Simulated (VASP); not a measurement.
InAs, 2 atoms in the cell. Symmetry: F-43m, No. 216, cubic system. Conventional cell: a = 6.026 Å, b = 6.026 Å, c = 6.026 Å, α = 90.00°, β = 90.00°, γ = 90.00°. In (site symmetry -43m) has 4 As at 2.61 Å as nearest neighbours. As (site symmetry -43m) has 4 In at 2.61 Å as nearest neighbours. 

- Program: VASP 6.6.1
- Task: band structure
- Functional: LDA
- Potentials or basis: VASP PAW LDA potentials, release 64 (In_d, As)
- Cutoff: 350 eV
- k mesh: 6 × 6 × 6
- Occupations: gaussian, width 0.02 eV
- Spin: no spin polarisation
- Further INCAR settings: ALGO = Normal; EDIFF = 1e-07; NBANDS = 16

Potentials or basis: VASP PAW LDA potentials, release 64 (In_d, As).

Command:

```sh
$ cat potpaw_LDA.64/In_d/POTCAR potpaw_LDA.64/As/POTCAR > POTCAR
$ cp INCAR.step1 INCAR
$ cp KPOINTS.step1 KPOINTS
$ mpirun -np 1 vasp_std > vasp.out
$ cp INCAR.step2 INCAR
$ cp KPOINTS.step2 KPOINTS
$ mpirun -np 1 vasp_std > vasp.out
```

Hardware: 1 thread of AMD EPYC 7R13 Processor (Zen 3), on a shared host.

Task: How long does it take, and how much memory?

Result: Run time: 73 s on 1 thread of AMD EPYC 7R13 Processor (Zen 3), with other jobs on the host, peak memory 0.18 GiB. Counts: scf iterations 8, k points 200.
